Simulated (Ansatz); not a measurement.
Run this with Ansatz's Python interface and show what comes out.

The script reads `te2mo.cif`:
```cif
data_Te2Mo
_cell_length_a 3.562419
_cell_length_b 3.562419
_cell_length_c 31.563266
_cell_angle_alpha 90.00000
_cell_angle_beta 90.00000
_cell_angle_gamma 120.00000
_symmetry_space_group_name_H-M 'P 1'
_symmetry_Int_Tables_number 1
loop_
_symmetry_equiv_pos_as_xyz
'x, y, z'
loop_
_atom_site_label
_atom_site_type_symbol
_atom_site_fract_x
_atom_site_fract_y
_atom_site_fract_z
Te1 Te    0.000000    0.000000    0.943238
Te2 Te    0.333333    0.666667    0.711014
Te3 Te    0.333333    0.666667    0.175596
Te4 Te    0.333333    0.666667    0.824404
Te5 Te    0.333333    0.666667    0.288986
Te6 Te    0.000000    0.000000    0.056762
Mo7 Mo    0.000000    0.000000    0.767694
Mo8 Mo    0.000000    0.000000    0.232306
Mo9 Mo    0.333333    0.666667    0.000000
```

`pdos_te2mo.py`
```python
# -*- coding: utf-8 -*-
import logging
import sys

import ansatz as az
from ase.io import read
import matplotlib.pyplot as plt
import numpy as np

logging.basicConfig(stream=sys.stdout, format="%(levelname)s %(message)s")
log = logging.getLogger("run")
log.setLevel(logging.INFO)

config = {
    "xc": "pbesol",
    "cutoff_ev": 260,
    "kgrid": (6, 6, 1),
    "scf_tol": 1e-05,
    "max_iterations": 60,
    "extra_bands": 24,
}

atoms = read("te2mo.cif")
xtal = az.Crystal.from_ase(atoms)

calc = (
    xtal.calculation()
    .functional(config["xc"])
    .basis(config["cutoff_ev"])
    .accuracy("medium")
    .kpoints(*config["kgrid"], shift=0.5)
    .occupations(az.OccupationsMethod.FERMI_DIRAC)
    .scf(tolerance=config["scf_tol"], max_iterations=config["max_iterations"], lower_state_search="off")
    .scf(extra_bands=config["extra_bands"])
    .density_of_states(projected=True, method="smearing", broadening_width=0.15, energy_step=0.1)
)
def show(event):
    row = event["data"]
    if event["event"] == "scf_iter" and row.get("harris_foulkes_ev") is not None:
        log.info(f"  iteration {row['iter']:3d}  Harris-Foulkes {row['harris_foulkes_ev']:.5f} eV  residual {row['dr2_ev']:.2e}")


result = calc.session().plan().execute(on_event=show)
rep = result.report

dos = result.density_of_states()
energy = np.asarray(dos.energies_ev) - dos.fermi_ev
curves = {}
for site in result.projected_density_of_states().sites:
    for shell in site.shells:
        weight = sum(np.sum(curve.g_bin_mean_per_ev, axis=0) for curve in shell.curves)
        name = f"{site.species} {shell.label}"
        curves[name] = curves.get(name, 0) + weight

window = (energy > -6) & (energy < 6)
fig, ax = plt.subplots(figsize=(5.5, 3.5))
for name, g in curves.items():
    if g[window].max() > 0.05:
        ax.plot(energy[window], g[window], label=name, lw=1)
        log.info(f"{name:8s} peak {g[window].max():7.3f} states/eV at {energy[window][g[window].argmax()]:6.2f} eV")
ax.set(xlabel="E - E_F (eV)", ylabel="states/eV")
ax.legend(fontsize=7)
fig.tight_layout()
fig.savefig("pdos.png", dpi=100)
```

```console
$ python pdos_te2mo.py
DeckWarning: the atoms were moved onto the symmetric positions of the space group found under crystal.symmetry.tolerance 1.0e-5 (fractional; no operation is sought that the atoms, as they stand in a round, miss by more than twice it, and no atom is moved by [...]
DeckWarning: basis.ecutwfc = 260 eV is below the records' recommended 420 eV, and the density's cutoff is lower with it unless basis.ecutrho_ratio is high enough to keep the records' density cutoff: compare with a run at a higher cutoff
DeckWarning: crystal.symmetry: narrowed to the stabiliser of the k-point mesh — unitary ops 12 → 4; excluded 8 operations that carry a point of the 6×6×1 mesh (shift [0.5, 0.5, 0.5]) off the mesh (the run samples exactly the mesh kpoints.mp_grid names, as [...]
INFO   iteration   1  Harris-Foulkes -56099.81806 eV  residual 2.54e-01
INFO   iteration   2  Harris-Foulkes -56099.71144 eV  residual 1.30e-01
INFO   iteration   3  Harris-Foulkes -56099.70951 eV  residual 1.35e-01
INFO   iteration   4  Harris-Foulkes -56099.69777 eV  residual 1.43e-03
INFO   iteration   5  Harris-Foulkes -56099.69849 eV  residual 2.87e-03
INFO   iteration   6  Harris-Foulkes -56099.69822 eV  residual 3.67e-05
INFO   iteration   7  Harris-Foulkes -56099.69823 eV  residual 4.52e-05
INFO   iteration   8  Harris-Foulkes -56099.69823 eV  residual 8.77e-06
INFO Te 5S    peak   0.744 states/eV at  -3.76 eV
INFO Te 5P    peak   8.222 states/eV at  -1.86 eV
INFO Mo 5S    peak   1.374 states/eV at   5.94 eV
INFO Mo 4P    peak   0.060 states/eV at  -3.76 eV
INFO Mo 4D    peak   9.088 states/eV at   1.14 eV
```
(Warnings from the package without file and line, shortened.)

Notes:
- The settings weren't tested for convergence.
- The cutoff lies under the one recommended for these potentials.
- Semilocal gaps usually lie well under measured ones.
- The cell holds layers, chains or clusters in vacuum, no bulk phase.
- Peaks are the largest values inside the energy window taken; deeper bands lie outside it.
- The crystal has a gap of about 1.13 eV on the mesh; any density of states at or just above the Fermi level is the tail of the broadening.
- This cell is a computed structure, which may not be the phase found in nature.
- Curves are summed over the cell's atoms. Only shells that the potentials hold have channels, so projections don't add up to the total, least of all where a shell is missing (p of most metals); heights and places of peaks move with the mesh.
- The computed bands are complete only to about 6.7 eV above the Fermi level; beyond that the density of states is undercounted.
- Hardware and time: 25 s on 1 thread of Intel(R) Xeon(R) Processor @ 2.30GHz, on a shared host, peak memory 0.73 GiB.
